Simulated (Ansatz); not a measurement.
# Au (Fm-3m) in Ansatz: notebook

The runs below take Au through single point, equation of state, with revPBE+D3(BJ).

All numbers are computed with Ansatz 0.2.0; they aren't measurements. Logs are shortened: lines on timing, memory, paths and dates and some standing lists are left out, and cuts for length are marked.

**What was measured.**

From “Exploring toroidal anvil profiles for larger sample volumes above 4 Mbar”, 2024, pmc:11102561, for a bulk crystal of Au: bulk modulus 167 GPa.

The results are compared with them further down.

## Step 1: Starting point

The structure is cubic, space group Fm-3m (No. 225). The conventional cell has a = 4.070 Å, b = 4.070 Å, c = 4.070 Å, α = 90.00°, β = 90.00°, γ = 90.00°. Around Au (site symmetry m-3m) lie 12 Au at 2.88 Å.

## Step 2: Single point, revPBE+D3(BJ), 15.84 Å³/atom (volume scaled by 0.94)

The input, input.yaml:

```yaml
crystal:
  lattice:
    - [0.0, 1.9934577312, 1.9934577312]
    - [1.9934577312, 0.0, 1.9934577312]
    - [1.9934577312, 1.9934577312, 0.0]
  atoms:
    - { symbol: Au, position: [0.0, 0.0, 0.0] }
hamiltonian:
  xc: revpbe
  pseudopotentials: { kind: paw }
  dispersion: d3bj
kpoints:
  mp_grid: { grid: [11, 11, 11] }
scf:
  occupations: { method: fermi_dirac, width: 0.05 }
output:
  forces: true
  stress: true
  eigenvalues: true
```

Potentials or basis: Ansatz PAW.

Launch:

```sh
$ ansatz run input.yaml --threads 2 --pin off --max-ram 5120MiB --backend cpu --events-out ev --progress --plain --runs-dir out
```

Output:

```text
Warning: RAYON_NUM_THREADS=2 ignored (pool sized by the plan → 2); use --threads N
Engine: ansatz 0.2.0, x86_64-unknown-linux-gnu
Pseudopotentials: kind: paw
Pseudopotential: Au, paw, valence charge 19, recommended cutoff 420 eV (normal), Au.paw.azcp
Functional definition: revPBE
  parameter kappa = 1.245
  parameter beta = 0.06672455060314922
  exchange = pbe_x(kappa = kappa, mu = beta*pi^2/3)
  correlation = pbe_c(beta = beta)
Crystal: 1 atoms, lattice volume = 15.843 Å³
Basis set: ecut = 420 eV, 331 PW (Γ), exchange–correlation on 40×40×40 points (8 copies of the dense FFT grid, shifted against one another)
Bands: 14, of which v1, the nominal top of the filled ones, is band 10 counted from 1 (9 counted from 0)
Symmetry: 48 space group operations
Space group: Fm-3m (ITA 225), of the structure as read, at distance tolerance 2.5e-5 Å
k-points: 56 of 1331
Non-local potential: Au, projectors of the file, l = 0: 3, l = 1: 2, l = 2: 2, l = 3: 1
PAW form: soft (Blöchl's): semilocal exchange-correlation on the pseudo side does not see the compensation charge
PAW frozen core: Au, regenerated for the run's functional, and the local potential with it (the file was generated under x = pbe(κ = 0.804, μ = 0.2195149727645171), c = pbe(β = 0.06672455060314922))
PAW one-centre angular grid: Au, 590 points (default); XC on 64 Gauss nodes
Initial density: superposition of atomic densities (neutral atoms: chi_scale 0, normalization atom), corrected by the library's trained network
Initial wavefunctions: pseudopotential atomic-orbital guess
Functional: x = revpbe(κ = 1.245, μ = 0.2195149727645171), c = pbe(β = 0.06672455060314922)
SCF iter   1: F=—  HF=-13160.586476 eV  |F-HF|=—  |Δ(HF+E_count)|=         —  Δρ=3.17e-3  dr2=1.19e-3  ethr=1.77e-3  ⟨swp⟩=4.7  Hψ=3996  notcnv=0
preconditioner: auto → none  [insulator: Δε(μ)=0.149 eV  Ē_g=16.875 eV  σ=0.050 eV  W_gap=0.62  n_scr=8 (ndim 8)  ℏωp=30.9 eV  f_vac=0.000  D(μ)=0.27/eV (n_scr^D=0)  ε∞_Penn≈4.4]
SCF iter   2: F=—  HF=-13160.586594 eV  |F-HF|=—  |Δ(HF+E_count)|=   1.18e-4  Δρ=1.20e-3  dr2=7.62e-5  ethr=6.27e-6  ⟨swp⟩=2.4  Hψ=1579  notcnv=0
SCF iter   3: F=—  HF=-13160.586648 eV  |F-HF|=—  |Δ(HF+E_count)|=   5.46e-5  Δρ=6.14e-4  dr2=1.25e-5  ethr=4.01e-7  ⟨swp⟩=2.2  Hψ=1106  notcnv=0
SCF iter   4: F=—  HF=-13160.586687 eV  |F-HF|=—  |Δ(HF+E_count)|=   3.87e-5  Δρ=8.56e-5  dr2=2.44e-7  ethr=6.60e-8  ⟨swp⟩=2.2  Hψ=1089  notcnv=0
iter 5 did not close the SCF: its close was put off for the readings that it lacked (scf_convergence_deferred on its scf_iter line)
SCF iter   5: F=-13160.586688 eV  HF=-13160.586688 eV  |F-HF|=5.65e-9  |Δ(HF+E_count)|=   9.46e-7  Δρ=6.68e-6  dr2=1.36e-9  ethr=1.28e-9  ⟨swp⟩=2.1  Hψ=1170  notcnv=0
SCF iter   6: F=-13160.586688 eV  HF=-13160.586688 eV  |F-HF|=0.00e0  |Δ(HF+E_count)|=   6.56e-9  Δρ=2.72e-7  dr2=3.17e-12  ethr=7.17e-12  ⟨swp⟩=1.9  Hψ=2419  notcnv=0
SCF 1 converged in 6 iterations: F = -13160.586688 eV  dr2 = 3.17e-12
SCF converged after 6 iterations
Free energy (F): -13160.586688 eV
Harris-Foulkes:  -13160.586688 eV  (|F-HF|=0.00e0)
Internal energy: -13160.584384 eV  (E = F + TS)
E sigma→0 (E₀):  -13160.585536 eV
Entropy (-TS):   -0.002304 eV (-2.304 meV/atom)
Fermi energy:    22.804928 eV
--- Per-component energies (eV) ---
  E_band       = -171.579782
  E_kinetic    = 607.224418
  E_local      = -1595.428532  (includes V_loc(G=0)·N_el)
  E_nonlocal   = 73.683329
  E_hartree    = 690.341080
  E_xc         = -229.273747
  E_vxc        = -276.718679  (∫ρ·V_xc dr)
  E_paw        = -9716.789055  (= ΣΔE_a)
  E_vpaw       = -361.023999  (= ΣTr[D̂ρ^β])
  E_aug_tail   = 0.001462  (compensation charges beyond the density's cutoff)
  E_ewald      = -2988.947276
  E_disp       = -1.361888  (pairwise vdW)
  E_core_change = -0.034176  (= ΣΔE_core)
  E_smearing   = -0.002304  (= −TS)
  E_closure    = 0.000000  (closes the sum)
  Σ components = -13160.586688   (vs F -13160.586688, Δ=0.00e0)
--- Forces (eV/Å), atoms counted from 1 ---
  atom   1  Au    -0.00000000     0.00000000    -0.00000000
  max |Σ_I F_I| component: 8.63e-32 eV/Å
--- Stress (GPa, compression-positive) ---
       14.142077       0.000000       0.000000
        0.000000      14.142077       0.000000
        0.000000       0.000000      14.142077
  P = ⅓ Tr σ = 14.1421 GPa (141.421 kbar)
--- Band table (eV; the first three rows and the last of 56) ---
  k-point 0: bands = ["-82.8820", "-34.2294", "-34.2294", "-34.2294", "12.1745", "17.7050", "17.7050", "17.7050", "19.4261", "19.4261", "37.1621", "41.5884", "41.5884", "41.5884"]
  k-point 1: bands = ["-82.8806", "-34.2530", "-34.2329", "-34.2329", "12.4812", "17.6009", "17.8116", "17.8116", "19.3785", "19.3785", "37.5432", "39.9848", "41.9889", "41.9889"]
  k-point 2: bands = ["-82.8769", "-34.3160", "-34.2423", "-34.2423", "13.3172", "17.4302", "18.0037", "18.0037", "19.3788", "19.3788", "36.9525", "38.4410", "43.0255", "43.0255"]
  k-point 55: bands = ["-82.8589", "-34.4342", "-34.4183", "-34.3370", "16.2374", "16.8433", "17.4875", "19.2833", "21.0485", "27.4032", "29.0177", "30.0999", "33.3744", "44.5392"]
```

It took 0.37 s on 2 threads of Intel Xeon 6975P-C (Granite Rapids), shared host; peak memory 0.3 GiB.

Results:

```
Free energy            : -13160.5867 eV
Pressure               : 14.1 GPa
Band gap on the k mesh : none (metal or under the smearing width)
```

Caveat: pairwise dispersion overbinds metals, which lowers pressure and volume; the PAW data sets come from PBE, with cores solved anew for the run's functional, which leaves a small shift of forces and pressure.

## Step 3: Single point, revPBE+D3(BJ), 16.18 Å³/atom (volume scaled by 0.96)

input.yaml, as its differences from that of step 2:

```diff
@@ -2,5 +2,5 @@
   lattice:
-    - [0.0, 1.9934577312, 1.9934577312]
-    - [1.9934577312, 0.0, 1.9934577312]
-    - [1.9934577312, 1.9934577312, 0.0]
+    - [0.0, 2.0074966285, 2.0074966285]
+    - [2.0074966285, 0.0, 2.0074966285]
+    - [2.0074966285, 2.0074966285, 0.0]
   atoms:
```

Potentials or basis: Ansatz PAW.

Launch:

```sh
$ ansatz run input.yaml --threads 2 --pin off --max-ram 5120MiB --backend cpu --events-out ev --progress --plain --runs-dir out
```

Run time: 0.35 s. Hardware: 2 threads of Intel Xeon 6975P-C (Granite Rapids), shared host; peak memory 0.33 GiB.

Results (log left out):

```yaml
Free_energy: -13160.6111 eV
Pressure: 9.2 GPa
Band_gap_on_the_k_mesh: none (metal or under the smearing width)
```

Caveat: pairwise dispersion overbinds metals, which lowers pressure and volume; the PAW data sets come from PBE, with cores solved anew for the run's functional, which leaves a small shift of forces and pressure.

## Step 4: Single point, revPBE+D3(BJ), 16.52 Å³/atom (volume scaled by 0.98)

input.yaml, as its differences from that of step 3:

```diff
@@ -2,5 +2,5 @@
   lattice:
-    - [0.0, 2.0074966285, 2.0074966285]
-    - [2.0074966285, 0.0, 2.0074966285]
-    - [2.0074966285, 2.0074966285, 0.0]
+    - [0.0, 2.0213418704, 2.0213418704]
+    - [2.0213418704, 0.0, 2.0213418704]
+    - [2.0213418704, 2.0213418704, 0.0]
   atoms:
```

Launch:

```sh
$ ansatz run input.yaml --threads 2 --pin off --max-ram 5120MiB --backend cpu --events-out ev --progress --plain --runs-dir out
```

Wall time 0.35 s (2 threads of Intel Xeon 6975P-C (Granite Rapids), shared host); peak memory 0.33 GiB.

Results (log left out):

- Free energy: -13160.6258 eV
- Pressure: 4.8 GPa
- Band gap on the k mesh: none (metal or under the smearing width)

Caveat: pairwise dispersion overbinds metals, which lowers pressure and volume; the PAW data sets come from PBE, with cores solved anew for the run's functional, which leaves a small shift of forces and pressure.

## Step 5: Single point, revPBE+D3(BJ), 16.85 Å³/atom

input.yaml, as its differences from that of step 4:

```diff
@@ -2,5 +2,5 @@
   lattice:
-    - [0.0, 2.0213418704, 2.0213418704]
-    - [2.0213418704, 0.0, 2.0213418704]
-    - [2.0213418704, 2.0213418704, 0.0]
+    - [0.0, 2.035, 2.035]
+    - [2.035, 0.0, 2.035]
+    - [2.035, 2.035, 0.0]
   atoms:
@@ -19 +19,5 @@
   eigenvalues: true
+  write_density: true
+  write_potential: true
+  elf: true
+  volumetric_format: npy
```

Launch:

```sh
$ ansatz run input.yaml --threads 2 --pin off --max-ram 5120MiB --backend cpu --events-out ev --progress --plain --runs-dir out
```

It took 0.43 s on 2 threads of Intel Xeon 6975P-C (Granite Rapids), shared host; peak memory 0.33 GiB.

The run converged. Its results:

```yaml
Free_energy: -13160.6319 eV
Pressure: 1.0 GPa
Band_gap_on_the_k_mesh: none (metal or under the smearing width)
```

Caveat: pairwise dispersion overbinds metals, which lowers pressure and volume; the PAW data sets come from PBE, with cores solved anew for the run's functional, which leaves a small shift of forces and pressure.

## Step 6: Single point, revPBE+D3(BJ), 17.19 Å³/atom (volume scaled by 1.02)

The input, input.yaml:

```yaml
crystal:
  lattice:
    - [0.0, 2.048477214, 2.048477214]
    - [2.048477214, 0.0, 2.048477214]
    - [2.048477214, 2.048477214, 0.0]
  atoms:
    - { symbol: Au, position: [0.0, 0.0, 0.0] }
hamiltonian:
  xc: revpbe
  pseudopotentials: { kind: paw }
  dispersion: d3bj
kpoints:
  mp_grid: { grid: [11, 11, 11] }
scf:
  occupations: { method: fermi_dirac, width: 0.05 }
output:
  forces: true
  stress: true
  eigenvalues: true
```

Potentials or basis: Ansatz PAW.

Launch:

```sh
$ ansatz run input.yaml --threads 2 --pin off --max-ram 5120MiB --backend cpu --events-out ev --progress --plain --runs-dir out
```

Run time: 0.35 s. Hardware: 2 threads of Intel Xeon 6975P-C (Granite Rapids), shared host; peak memory 0.32 GiB.

The run converged. Its results:

| Item | Value |
| --- | --- |
| Free energy | -13160.6305 eV |
| Pressure | -2.3 GPa |
| Band gap on the k mesh | none (metal or under the smearing width) |

Caveat: pairwise dispersion overbinds metals, which lowers pressure and volume; the PAW data sets come from PBE, with cores solved anew for the run's functional, which leaves a small shift of forces and pressure.

## Step 7: Single point, revPBE+D3(BJ), 17.53 Å³/atom (volume scaled by 1.04)

input.yaml, as its differences from that of step 6:

```diff
@@ -2,5 +2,5 @@
   lattice:
-    - [0.0, 2.048477214, 2.048477214]
-    - [2.048477214, 0.0, 2.048477214]
-    - [2.048477214, 2.048477214, 0.0]
+    - [0.0, 2.0617793868, 2.0617793868]
+    - [2.0617793868, 0.0, 2.0617793868]
+    - [2.0617793868, 2.0617793868, 0.0]
   atoms:
```

Launch:

```sh
$ ansatz run input.yaml --threads 2 --pin off --max-ram 5120MiB --backend cpu --events-out ev --progress --plain --runs-dir out
```

Wall time 0.36 s (2 threads of Intel Xeon 6975P-C (Granite Rapids), shared host); peak memory 0.32 GiB.

The run converged. Its results:

```
Free energy            : -13160.6226 eV
Pressure               : -5.2 GPa
Band gap on the k mesh : none (metal or under the smearing width)
```

Caveat: pairwise dispersion overbinds metals, which lowers pressure and volume; the PAW data sets come from PBE, with cores solved anew for the run's functional, which leaves a small shift of forces and pressure.

## Step 8: Single point, revPBE+D3(BJ), 17.87 Å³/atom (volume scaled by 1.06)

input.yaml, as its differences from that of step 7:

```diff
@@ -2,5 +2,5 @@
   lattice:
-    - [0.0, 2.0617793868, 2.0617793868]
-    - [2.0617793868, 0.0, 2.0617793868]
-    - [2.0617793868, 2.0617793868, 0.0]
+    - [0.0, 2.0749120936, 2.0749120936]
+    - [2.0749120936, 0.0, 2.0749120936]
+    - [2.0749120936, 2.0749120936, 0.0]
   atoms:
```

Launch:

```sh
$ ansatz run input.yaml --threads 2 --pin off --max-ram 5120MiB --backend cpu --events-out ev --progress --plain --runs-dir out
```

Wall time 0.38 s (2 threads of Intel Xeon 6975P-C (Granite Rapids), shared host); peak memory 0.33 GiB.

It converged, with:

| Item | Value |
| --- | --- |
| Free energy | -13160.6090 eV |
| Pressure | -7.7 GPa |
| Band gap on the k mesh | none (metal or under the smearing width) |

Caveat: pairwise dispersion overbinds metals, which lowers pressure and volume; the PAW data sets come from PBE, with cores solved anew for the run's functional, which leaves a small shift of forces and pressure.

## Step 9: Equation of state, revPBE+D3(BJ)

Potentials or basis: Ansatz PAW.

No new run: the results of the series are fitted here.

What came out:

```yaml
Equilibrium_volume: 16.96 Å³/atom
Bulk_modulus: 171 GPa
Pressure_derivative_of_the_bulk_modulus: 5.8
```

Energy against volume, from the lowest point:
```csv
volume (Å³/atom),energy (meV/atom)
15.843,45.20
16.181,20.77
16.518,6.12
16.855,0.00
17.192,1.37
17.529,9.26
17.866,22.84
```

Caveat: the potentials were made for another functional, which shifts forces and pressure. The run has no spin-orbit coupling, so splittings on Au are missing.

## Step 10: Against experiment

Step 9. Measured bulk modulus of Au: 167 GPa (quoted in “Exploring toroidal anvil profiles for larger sample volumes above 4 Mbar”, 2024, pmc:11102561). This calculation gives 171 GPa (+2.6 %). The fit is for a static lattice scaled at fixed shape and fixed fractional positions.
